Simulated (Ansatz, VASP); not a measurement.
## One calculation of Rh, two programs

```
Rh
1.0
     0.00000    1.89997    1.89997
     1.89997    0.00000    1.89997
     1.89997    1.89997    0.00000
Rh
1
Direct
  0.00000 0.00000 0.00000
```

Alike in both runs: functional r2SCAN; k mesh 24 × 24 × 24; occupations gaussian, width 0.1 eV; no spin polarisation.

Ansatz relaxed the structure, and its values are those at the end. VASP's run is a single point on that final structure, the one shown.

```csv
,VASP,Ansatz
version,VASP 6.6.1,Ansatz 0.2.0
potentials or method,"VASP PAW PBE potentials, release 64 (Rh_pv)","scalar-relativistic, plane waves, PAW"
plane-wave cutoff (eV),520,600
valence electrons in the cell,15,17
```

|  | VASP | Ansatz | Ansatz less VASP |
| --- | --- | --- | --- |
| gap on the k mesh at the Fermi level (eV) | none | none | - |
| pressure (GPa) | 1.2 | 0.0 | -1.19 |

A gap of «none» marks a metal or a gap that the smearing closes. The functional is the same, so the differences come from potentials, cutoffs and numerics. The two sets of potentials don't hold the same shells in valence.

Caveats: the PAW data sets were made with another functional, which shifts forces and pressure a little (VASP).
